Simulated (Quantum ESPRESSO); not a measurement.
# 2H-MoS2, 1 layer: a series in biaxial strain, part 4 of 6

What law, if any, do the results for 2H-MoS2, 1 layer follow against biaxial strain?

Quantum ESPRESSO 7.5; plane-wave DFT, PBE, GBRV ultrasoft pseudopotentials.

So far. Step 2 (Variable-cell relaxation of the reference):  The last row is no step: it is a fresh SCF in the final cell with a new plane-wave basis, -0 meV from the row before. Step 3 (Relaxing the ions, -4 %): The relaxation lowers the energy by 13 meV an atom.

## Step 6: Bands along a path, -4 %

Bands along a path place the edges.

The input, m0.bands.in:

```
&control
  prefix = 'm0.bands'
  outdir = './out'
  pseudo_dir = './pseudo'
  calculation = 'bands'
/
&system
  ibrav = 0
  nat = 3
  ntyp = 2
  ecutwfc = 40
  ecutrho = 200
  occupations = 'smearing'
  smearing = 'fd'
  degauss = 0.002
  nbnd = 19
/
&electrons
  conv_thr = 1e-07
  mixing_beta = 0.4
  electron_maxstep = 120
  mixing_mode = 'plain'
/
ATOMIC_SPECIES
  S   32.0600  s_pbe_v1.4.uspp.F.UPF
  Mo  95.9500  mo_pbe_v1.uspp.F.UPF
CELL_PARAMETERS angstrom
  3.05571195648000 0.00000000000000 0.00000000000000
  -1.52785597824000 2.64632418048000 0.00000000000000
  0.00000000000000 0.00000000000000 18.26259773800000
ATOMIC_POSITIONS crystal
  S   0.333333333300 0.666666666700 0.412007689200
  Mo  0.000000000000 0.000000000000 0.500000000000
  S   0.333333333300 0.666666666700 0.587992310800
K_POINTS crystal_b
4
  0.0000000000 0.0000000000 0.0000000000 12
  0.5000000000 0.0000000000 0.0000000000 12
  0.3333333333 0.3333333333 0.0000000000 12
  0.0000000000 0.0000000000 0.0000000000 1
```

Launch:

```sh
> cp -r out/m0.scf.save out/m0.bands.save
> cp out/m0.scf.xml out/m0.bands.xml
> OMP_NUM_THREADS=1 mpirun -n 4 pw.x -nk 4 -in m0.bands.in > m0.bands.out
```

Output:

```text
[banner, memory and clock lines left out]
Program PWSCF v.7.5 starts

          URL

     Atomic positions and unit cell read from directory:
     ./out/m0.bands.save/

     Message from routine setup:
     using ibrav=0 with symmetry is DISCOURAGED, use correct ibrav instead

     G-vector sticks info

     bravais-lattice index     =            0
     lattice parameter (alat)  =       5.7745  a.u.
     unit-cell volume          =     996.5856 (a.u.)^3
     number of atoms/cell      =            3
     number of atomic types    =            2
     number of electrons       =        26.00
     number of Kohn-Sham states=           19
     kinetic-energy cutoff     =      40.0000  Ry
     charge density cutoff     =     200.0000  Ry
     Exchange-correlation= SLA  PW   PBE  PBE
                           (   1   4   3   4   0   0   0)

     celldm(1)=   5.774459  celldm(2)=   0.000000  celldm(3)=   0.000000
     celldm(4)=   0.000000  celldm(5)=   0.000000  celldm(6)=   0.000000

     crystal axes: (cart. coord. in units of alat)
               a(1) = (   1.000000   0.000000   0.000000 )
               a(2) = (  -0.500000   0.866025   0.000000 )
               a(3) = (   0.000000   0.000000   5.976544 )

     reciprocal axes: (cart. coord. in units 2 pi/alat)
               b(1) = (  1.000000  0.577350 -0.000000 )
               b(2) = (  0.000000  1.154701  0.000000 )
               b(3) = (  0.000000 -0.000000  0.167321 )

     PseudoPot. # 1 for S  read from file:
     ./pseudo/s_pbe_v1.4.uspp.F.UPF
     Pseudo is Ultrasoft + core correction, Zval =  6.0
     Generated by new atomic code, or converted to UPF format
     Using radial grid of  907 points,  6 beta functions with:
                l(1) =   0
                l(2) =   0
                l(3) =   1
                l(4) =   1
                l(5) =   2
                l(6) =   2
     Q(r) pseudized with  8 coefficients,  rinner =    1.300   1.300   1.300
                                                       1.300   1.300

     PseudoPot. # 2 for Mo read from file:
     ./pseudo/mo_pbe_v1.uspp.F.UPF
     Pseudo is Ultrasoft + core correction, Zval = 14.0
     Generated by new atomic code, or converted to UPF format
     Using radial grid of  889 points,  6 beta functions with:
                l(1) =   0
                l(2) =   0
                l(3) =   1
                l(4) =   1
                l(5) =   2
                l(6) =   2
     Q(r) pseudized with  6 coefficients,  rinner =    1.000   1.000   1.000
                                                       1.000   1.000

     atomic species   valence    mass     pseudopotential
     S                 6.00    32.06000     S ( 1.00)
     Mo               14.00    95.95000     Mo( 1.00)

     12 Sym. Ops. (no inversion) found

   Cartesian axes

     site n.     atom                  positions (alat units)
         1        S      tau(   1) = (  -0.0000000   0.5773503   2.4623822  )
         2        Mo     tau(   2) = (   0.0000000   0.0000000   2.9882721  )
         3        S      tau(   3) = (  -0.0000000   0.5773503   3.5141621  )

     number of k points=    37  Fermi-Dirac smearing, width (Ry)=  0.0020
                       cart. coord. in units 2pi/alat
        k(    1) = (   0.0000000   0.0000000   0.0000000), wk =   0.0540541
        k(    2) = (   0.0416667   0.0240563   0.0000000), wk =   0.0540541
        k(    3) = (   0.0833333   0.0481125   0.0000000), wk =   0.0540541
        k(    4) = (   0.1250000   0.0721688   0.0000000), wk =   0.0540541
        k(    5) = (   0.1666667   0.0962250   0.0000000), wk =   0.0540541
        k(    6) = (   0.2083333   0.1202813   0.0000000), wk =   0.0540541
        k(    7) = (   0.2500000   0.1443376   0.0000000), wk =   0.0540541
        k(    8) = (   0.2916667   0.1683938   0.0000000), wk =   0.0540541
        k(    9) = (   0.3333333   0.1924501   0.0000000), wk =   0.0540541
        k(   10) = (   0.3750000   0.2165064   0.0000000), wk =   0.0540541
        k(   11) = (   0.4166667   0.2405626   0.0000000), wk =   0.0540541
        k(   12) = (   0.4583333   0.2646189   0.0000000), wk =   0.0540541
        k(   13) = (   0.5000000   0.2886751   0.0000000), wk =   0.0540541
        k(   14) = (   0.4861111   0.3127314   0.0000000), wk =   0.0540541
        k(   15) = (   0.4722222   0.3367877   0.0000000), wk =   0.0540541
        k(   16) = (   0.4583333   0.3608439   0.0000000), wk =   0.0540541
        k(   17) = (   0.4444444   0.3849002   0.0000000), wk =   0.0540541
        k(   18) = (   0.4305556   0.4089564   0.0000000), wk =   0.0540541
        k(   19) = (   0.4166667   0.4330127   0.0000000), wk =   0.0540541
        k(   20) = (   0.4027778   0.4570690   0.0000000), wk =   0.0540541
        k(   21) = (   0.3888889   0.4811252   0.0000000), wk =   0.0540541
        k(   22) = (   0.3750000   0.5051815   0.0000000), wk =   0.0540541
        k(   23) = (   0.3611111   0.5292377   0.0000000), wk =   0.0540541
        k(   24) = (   0.3472222   0.5532940   0.0000000), wk =   0.0540541
        k(   25) = (   0.3333333   0.5773503   0.0000000), wk =   0.0540541
        k(   26) = (   0.3055556   0.5292377   0.0000000), wk =   0.0540541
        k(   27) = (   0.2777778   0.4811252   0.0000000), wk =   0.0540541
        k(   28) = (   0.2500000   0.4330127   0.0000000), wk =   0.0540541
        k(   29) = (   0.2222222   0.3849002   0.0000000), wk =   0.0540541
        k(   30) = (   0.1944444   0.3367877   0.0000000), wk =   0.0540541
        k(   31) = (   0.1666667   0.2886751   0.0000000), wk =   0.0540541
        k(   32) = (   0.1388889   0.2405626   0.0000000), wk =   0.0540541
        k(   33) = (   0.1111111   0.1924501   0.0000000), wk =   0.0540541
        k(   34) = (   0.0833333   0.1443376   0.0000000), wk =   0.0540541
        k(   35) = (   0.0555556   0.0962250   0.0000000), wk =   0.0540541
        k(   36) = (   0.0277778   0.0481125   0.0000000), wk =   0.0540541
        k(   37) = (   0.0000000   0.0000000   0.0000000), wk =   0.0540541

     Dense  grid:    47453 G-vectors     FFT dimensions: (  25,  25, 160)

     Smooth grid:    34081 G-vectors     FFT dimensions: (  24,  24, 144)

     The potential is recalculated from file :
     ./out/m0.bands.save/charge-density

     negative rho (up, down):  2.298E-03 0.000E+00
     Starting wfcs are   21 randomized atomic wfcs

     Band Structure Calculation
     Davidson diagonalization with overlap

     ethr =  3.85E-10,  avg # of iterations = 45.8

     End of band structure calculation

          k = 0.0000 0.0000 0.0000 (  4263 PWs)   bands (ev):

   -60.7414 -34.9594 -34.5830 -34.5830 -14.4173 -13.1705  -5.8966  -2.3050
[...]
3.5198   5.2524   5.5890

          k = 0.1667 0.0962 0.0000 (  4242 PWs)   bands (ev):

   -60.7257 -34.9312 -34.7239 -34.6148 -13.9540 -12.9553  -5.4041  -3.1863
    -3.1076  -1.8320  -1.7500  -1.1095  -0.5892   2.2698   2.8477   2.8765
     3.7354   5.5083   5.8445

          k = 0.2083 0.1203 0.0000 (  4252 PWs)   bands (ev):

   -60.7181 -34.9175 -34.7908 -34.6301 -13.7130 -12.8439  -5.2243  -3.5030
    -3.4477  -1.9994  -1.6023  -1.2850  -0.7410   2.0866   2.7030   2.9813
     3.9430   5.8301   6.1633

          k = 0.2500 0.1443 0.0000 (  4248 PWs)   bands (ev):

   -60.7100 -34.9028 -34.8619 -34.6465 -13.4383 -12.7178  -5.1342  -3.7992
    -3.7442  -2.2406  -1.5000  -1.3588  -0.9319   2.0491   2.5927   3.1684
     4.1231   6.2144   6.5348

          k = 0.2917 0.1684 0.0000 (  4262 PWs)   bands (ev):

   -60.7018 -34.9324 -34.8880 -34.6628 -13.1429 -12.5841  -5.2060  -4.1498
    -3.8709  -2.4604  -1.7118  -1.1240  -1.0850   2.1405   2.5356   3.3938
     4.2666   6.6528   6.9359

          k = 0.3333 0.1925 0.0000 (  4270 PWs)   bands (ev):

   -60.6942 -34.9974 -34.8743 -34.6779 -12.8438 -12.4515  -5.4134  -4.4822
    -3.9403  -2.6497  -1.8935  -1.1238  -0.9198   2.3238   2.5403   3.6130
     4.3724   7.1234   7.3073

          k = 0.3750 0.2165 0.0000 (  4276 PWs)   bands (ev):

   -60.6877 -35.0527 -34.8624 -34.6909 -12.5633 -12.3303  -5.6685  -4.7745
    -4.0252  -2.8024  -2.0336  -1.0347  -0.7621   2.5620   2.5995   3.7899
     4.4450   7.4815   7.5451

          k = 0.4167 0.2406 0.0000 (  4276 PWs)   bands (ev):

   -60.6826 -35.0949 -34.8533 -34.7008 -12.3290 -12.2320  -5.9019  -5.0040
    -4.1244  -2.9141  -2.1307  -0.8782  -0.6555   2.6870   2.8155   3.9067
     4.4906   6.9849   7.6749

          k = 0.4583 0.2646 0.0000 (  4282 PWs)   bands (ev):

   -60.6795 -35.1213 -34.8476 -34.7070 -12.1710 -12.1676  -6.0649  -5.1509
    -4.2022  -2.9822  -2.1870  -0.7401  -0.5961   2.7637   3.0261   3.9669
     4.5153   6.5774   7.7841

          k = 0.5000 0.2887 0.0000 (  4268 PWs)   bands (ev):

   -60.6784 -35.1303 -34.8456 -34.7091 -12.1452 -12.1149  -6.1235  -5.2015
    -4.2311  -3.0050  -2.2054  -0.6861  -0.5773   2.7940   3.1120   3.9845
     4.5230   6.4203   7.8363

          k = 0.4861 0.3127 0.0000 (  4276 PWs)   bands (ev):

   -60.6783 -35.1290 -34.8454 -34.7118 -12.1419 -12.1100  -6.1113  -5.2063
    -4.2250  -3.0212  -2.1981  -0.8266  -0.4834   2.7852   3.1291   4.0105
     4.4697   6.4283   7.9116

          k = 0.4722 0.3368 0.0000 (  4274 PWs)   bands (ev):

   -60.6779 -35.1251 -34.8448 -34.7198 -12.1320 -12.0954  -6.0750  -5.2213
    -4.2071  -3.0645  -2.1799  -1.0556  -0.3889   2.7624   3.1744   4.0864
     4.3248   6.4523   8.1231

          k = 0.4583 0.3608 0.0000 (  4278 PWs)   bands (ev):

   -60.6773 -35.1187 -34.8437 -34.7327 -12.1162 -12.0719  -6.0151  -5.2474
    -4.1786  -3.1223  -2.1595  -1.3304  -0.3226   2.7312   3.2373   4.1202
     4.2074   6.4923   8.4380

          k = 0.4444 0.3849 0.0000 (  4274 PWs)   bands (ev):

   -60.6766 -35.1099 -34.8424 -34.7502 -12.0951 -12.0404  -5.9326  -5.2857
    -4.1420  -3.1808  -2.1452  -1.6399  -0.2756   2.6934   3.3091   3.8902
     4.3628   6.5486   8.8227

          k = 0.4306 0.4090 0.0000 (  4268 PWs)   bands (ev):

   -60.6757 -35.0987 -34.8408 -34.7716 -12.0698 -12.0025  -5.8290  -5.3364
    -4.1004  -3.2285  -2.1431  -1.9725  -0.2377   2.6480   3.3848   3.6578
     4.5429   6.6219   9.1624

          k = 0.4167 0.4330 0.0000 (  4254 PWs)   bands (ev):

   -60.6747 -35.0854 -34.8390 -34.7961 -12.0417 -11.9601  -5.7061  -5.3981
    -4.0584  -3.2575  -2.3152  -2.1565  -0.2002   2.5933   3.4402   3.4612
     4.7344   6.7130   9.2464

          k = 0.4028 0.4571 0.0000 (  4242 PWs)   bands (ev):

   -60.6737 -35.0702 -34.8372 -34.8229 -12.0124 -11.9154  -5.5662  -5.4671
    -4.0226  -3.2643  -2.6538  -2.1867  -0.1570   2.5288   3.2487   3.5366
     4.9240   6.8217   9.0279

          k = 0.3889 0.4811 0.0000 (  4250 PWs)   bands (ev):

   -60.6727 -35.0533 -34.8509 -34.8354 -11.9839 -11.8713  -5.5381  -5.4122
    -4.0033  -3.2493  -2.9698  -2.2326  -0.1055   2.4567   3.0904   3.6088
     5.0984   6.9476   8.7014

          k = 0.3750 0.5052 0.0000 (  4246 PWs)   bands (ev):

   -60.6718 -35.0351 -34.8790 -34.8338 -11.9582 -11.8307  -5.6045  -5.2488
    -4.0194  -3.2357  -3.2165  -2.2904  -0.0479   2.3829   2.9689   3.6750
     5.2455   7.0889   8.3714

          k = 0.3611 0.5292 0.0000 (  4234 PWs)   bands (ev):

   -60.6711 -35.0165 -34.9055 -34.8326 -11.9374 -11.7972  -5.6593  -5.0846
    -4.0947  -3.4147  -3.1739  -2.3520   0.0088   2.3165   2.8852   3.7303
     5.3556   7.2437   8.0660

          k = 0.3472 0.5533 0.0000 (  4238 PWs)   bands (ev):

   -60.6706 -34.9996 -34.9276 -34.8317 -11.9237 -11.7744  -5.6960  -4.9415
    -4.2135  -3.4962  -3.1347  -2.4036   0.0525   2.2695   2.8378   3.7685
     5.4225   7.4088   7.8025

          k = 0.3333 0.5774 0.0000 (  4212 PWs)   bands (ev):

   -60.6705 -34.9914 -34.9377 -34.8314 -11.9187 -11.7660  -5.7093  -4.8763
    -4.2797  -3.5150  -3.1175  -2.4254   0.0698   2.2524   2.8231   3.7827
     5.4445   7.5524   7.6239

          k = 0.3056 0.5292 0.0000 (  4266 PWs)   bands (ev):

   -60.6713 -35.0117 -34.9089 -34.8328 -11.9407 -11.8059  -5.6497  -5.0596
    -4.0538  -3.4724  -3.1934  -2.3272  -0.0072   2.3102   2.8700   3.7213
     5.3673   7.3641   7.9637

          k = 0.2778 0.4811 0.0000 (  4262 PWs)   bands (ev):

   -60.6738 -35.0302 -34.8627 -34.8375 -12.0085 -11.9365  -5.4621  -5.2688
    -3.7287  -3.3520  -3.3320  -2.0914  -0.2021   2.3792   2.9723   3.5660
     5.1811   7.4208   8.3426

          k = 0.2500 0.4330 0.0000 (  4262 PWs)   bands (ev):

   -60.6784 -35.0294 -34.8457 -34.8152 -12.1595 -12.1183  -5.3453  -5.1485
    -3.5932  -3.4942  -2.9958  -1.8071  -0.4183   2.2900   3.0648   3.3913
     4.9628   7.6898   8.4892

          k = 0.2222 0.3849 0.0000 (  4252 PWs)   bands (ev):

   -60.6848 -35.0069 -34.8574 -34.7694 -12.4572 -12.2599  -5.2907  -4.7284
    -3.6107  -3.5663  -2.5676  -1.5240  -0.5814   2.0599   3.0872   3.1938
     4.7727   7.8232   8.1082

          k = 0.1944 0.3368 0.0000 (  4244 PWs)   bands (ev):

   -60.6929 -34.9638 -34.8720 -34.7270 -12.8001 -12.4199  -5.1549  -4.2446
    -3.7051  -3.5270  -2.1442  -1.2739  -0.6881   1.8503   2.9572   3.0208
     4.6174   7.2412   7.5199

          k = 0.1667 0.2887 0.0000 (  4260 PWs)   bands (ev):

   -60.7021 -34.9040 -34.8886 -34.6892 -13.1569 -12.5853  -5.0398  -3.8044
    -3.7739  -3.2924  -1.7888  -1.0795  -0.7747   1.7877   2.7461   2.9050
     4.4503   6.6517   6.9645

          k = 0.1389 0.2406 0.0000 (  4236 PWs)   bands (ev):

   -60.7117 -34.9060 -34.8332 -34.6568 -13.5003 -12.7445  -5.0787  -3.6678
    -3.4986  -2.8129  -1.6352  -0.9536  -0.7794   1.8914   2.6518   2.8002
     4.2296   6.1355   6.4667

          k = 0.1111 0.1925 0.0000 (  4232 PWs)   bands (ev):

   -60.7211 -34.9228 -34.7589 -34.6301 -13.8088 -12.8876  -5.2702  -3.3746
    -3.2135  -2.2629  -1.7463  -0.8987  -0.6511   2.1119   2.7222   2.7553
     3.9548   5.7051   6.0417

          k = 0.0833 0.1443 0.0000 (  4233 PWs)   bands (ev):

   -60.7293 -34.9377 -34.6895 -34.6094 -14.0655 -13.0069  -5.5064  -3.0036
    -2.9008  -1.9533  -1.7700  -0.9093  -0.5323   2.4279   2.7986   2.9032
     3.6589   5.3646   5.7011

          k = 0.0556 0.0962 0.0000 (  4231 PWs)   bands (ev):

   -60.7358 -34.9494 -34.6329 -34.5947 -14.2579 -13.0964  -5.7124  -2.6518
    -2.5818  -2.1399  -1.4014  -0.9741  -0.4796   2.8048   2.9241   3.0942
     3.3916   5.1151   5.4531

          k = 0.0278 0.0481 0.0000 (  4231 PWs)   bands (ev):

   -60.7399 -34.9568 -34.5959 -34.5859 -14.3770 -13.1518  -5.8491  -2.3980
    -2.3152  -2.2626  -1.1847  -1.0656  -0.4680   3.0706   3.1366   3.2047
     3.2278   4.9585   5.3025

          k = 0.0000 0.0000 0.0000 (  4263 PWs)   bands (ev):

   -60.7414 -34.9594 -34.5830 -34.5830 -14.4173 -13.1705  -5.8966  -2.3050
    -2.3050  -2.2026  -1.1151  -1.1151  -0.4678   3.1375   3.1375   3.2749
     3.2749   4.9032   5.2520

     XML data file, pseudopotentials, collected wavefunctions

                                        0.00s GPU  (     444 calls)
```

Run time: 22 s. Hardware: 4 MPI ranks of Intel Xeon at 2.70GHz, shared host; peak memory 0.41 GiB.

Numbers from this step:

```
valence top, on the run's zero : 0.06979 eV
```

Band numbers count within the set of bands kept for display. The electronic bands at the labelled points (eV, zero at the highest filled level of the SCF mesh; v1 is the highest filled band, c1 the lowest empty one):

```csv
point,v4,v3,v2,v1,c1,c2,c3,c4
Γ,-2.27,-1.19,-1.19,-0.54,3.07,3.07,3.20,3.20
halfway,-2.31,-1.57,-1.43,-1.00,1.98,2.52,3.10,4.05
M,-3.08,-2.28,-0.76,-0.65,2.72,3.04,3.91,4.45
halfway,-3.33,-2.39,-2.23,-0.27,2.52,3.37,3.39,4.66
K,-3.59,-3.19,-2.50,0.00,2.18,2.75,3.71,5.37
halfway,-3.36,-1.86,-1.15,-0.84,1.72,2.68,2.83,4.38
Γ,-2.27,-1.19,-1.19,-0.54,3.07,3.07,3.20,3.20
```

Along this path the valence top lies at K and the conduction bottom between K and Γ.

[end of part 4 of 6]

[Logs are printed without paths, hosts, clocks, repeated set-up lines and the standing remarks that a program may print on its own settings, such as how far it seeks lower states.]

[Hosts, paths, dates, database ids (printed as entryN), source tags and the programs' standing remarks are cut or masked in the printed files.]

[Maps of the electrostatic potential energy from Ansatz leave out the sawtooth potential of an applied field or a dipole correction, so their vacuum need not be flat; planar profiles and work functions include it.]
